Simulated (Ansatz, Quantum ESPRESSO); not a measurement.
KI: 3 runs at one level of theory

```
I K
1.0
     0.00000    3.53277    3.53277
     3.53277    0.00000    3.53277
     3.53277    3.53277    0.00000
I K
1 1
Direct
  0.50000 0.50000 0.50000
  0.00000 0.00000 0.00000
```

Alike in all runs: task band structure; functional PBEsol; k mesh 7 × 7 × 7; occupations fermi-dirac, width 0.05 eV; no spin polarisation; no spin-orbit coupling. Pressure is positive in compression and, in plane waves, holds the error of the finite cutoff, which Ansatz's Pulay term estimates and takes out. Gaps are the smaller of the mesh's and the band path's.

```csv
program and potentials,plane-wave cutoff (eV),notes,band gap (eV),pressure (GPa)
"Ansatz, Ansatz PAW",420,"potentials made for PBE, which Ansatz adapts in part; 13 valence electrons an atom on average",3.82,-0.29
"Ansatz, all-electron LAPW, scalar-relativistic",-,-,3.82,-0.28
"Quantum ESPRESSO, PseudoDojo 0.4.1 SR PBEsol standard",1007,8 valence electrons an atom on average,?,?
```

Q: Estimate from the other rows what the run with Quantum ESPRESSO, PseudoDojo 0.4.1 SR PBEsol standard gave.

A: Band gap 3.81 eV; pressure -0.29 GPa. The other rows, which needn't bracket it: band gap 3.82; pressure -0.29 to -0.28.
